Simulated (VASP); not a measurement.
**A VASP 6.6.1 single-point calculation on KI**

INCAR

```
SIGMA = 0.02
EDIFF = 1E-7
NSW = 0
LASPH = .TRUE.
ISMEAR = -1
ENCUT = 520
NBANDS = 15
LREAL = .FALSE.
LWAVE = .FALSE.
PREC = Accurate
IBRION = -1
GGA = PS
ISIF = 2
NELM = 67
LCHARG = .FALSE.
```

KPOINTS

```
KPOINTS created by Atomic Simulation Environment
0
Gamma
6 6 6
0 0 0
```

POSCAR

```
K  I
 1.0000000000000000
     4.2910852517000002    0.0000000000000000    0.0000000000000000
     0.0000000000000000    4.2910852517000002    0.0000000000000000
     0.0000000000000000    0.0000000000000000    4.1842372289999998
 K   I
   1   1
Cartesian
  0.0000000000000000  0.0000000000000000  0.0000000000000000
  2.1455426258500001  2.1455426258500001  2.0921186144999995
```

The recommended PBE PAW datasets give the neutral cell 16 valence electrons.

Command

```
mpirun -np 1 vasp_std
```

Q: Predict the outcome of this run.

A: It converged. Results: gap between bands v and c on the k mesh 3.14 eV; least direct gap on the k mesh 3.49 eV; pressure -0.2 GPa. Band v is the last that the valence electrons fill when counted band by band, and c is the next.

OSZICAR

```
N       E                     dE             d eps       ncg     rms          rms(c)
DAV:   1     0.884766974384E+02    0.88477E+02   -0.66715E+03  1200   0.920E+02
DAV:   2    -0.460551403707E+00   -0.88937E+02   -0.83004E+02  1564   0.216E+02
DAV:   3    -0.561429896107E+01   -0.51537E+01   -0.51285E+01  1746   0.447E+01
DAV:   4    -0.582864613291E+01   -0.21435E+00   -0.21431E+00  1772   0.829E+00
DAV:   5    -0.583058156110E+01   -0.19354E-02   -0.19354E-02  1717   0.852E-01    0.270E+00
DAV:   6    -0.574250551195E+01    0.88076E-01   -0.59206E-02  1536   0.197E+00    0.198E+00
DAV:   7    -0.572227855170E+01    0.20227E-01   -0.79985E-02  1578   0.179E+00    0.798E-01
DAV:   8    -0.572389707980E+01   -0.16185E-02   -0.13271E-02  1353   0.861E-01    0.201E-01
DAV:   9    -0.572393846156E+01   -0.41382E-04   -0.58025E-04  1741   0.165E-01    0.796E-02
DAV:  10    -0.572398408775E+01   -0.45626E-04   -0.17491E-04  1394   0.982E-02    0.204E-02
DAV:  11    -0.572398505279E+01   -0.96504E-06   -0.71095E-06  1721   0.165E-02    0.141E-02
DAV:  12    -0.572398593924E+01   -0.88645E-06   -0.30297E-06  1403   0.109E-02    0.141E-02
DAV:  13    -0.572398675244E+01   -0.81320E-06   -0.26871E-07  1620   0.445E-03    0.318E-03
DAV:  14    -0.572398669632E+01    0.56125E-07   -0.34603E-08  1146   0.116E-03
   1 F= -.57239867E+01 E0= -.57239867E+01  d E =-.127575E-10
```

For comparison, a separate PBE run of the intended cell, on usual settings and not on those above, gives a gap of 3.29 eV on its mesh and a pressure of 0.9 GPa.
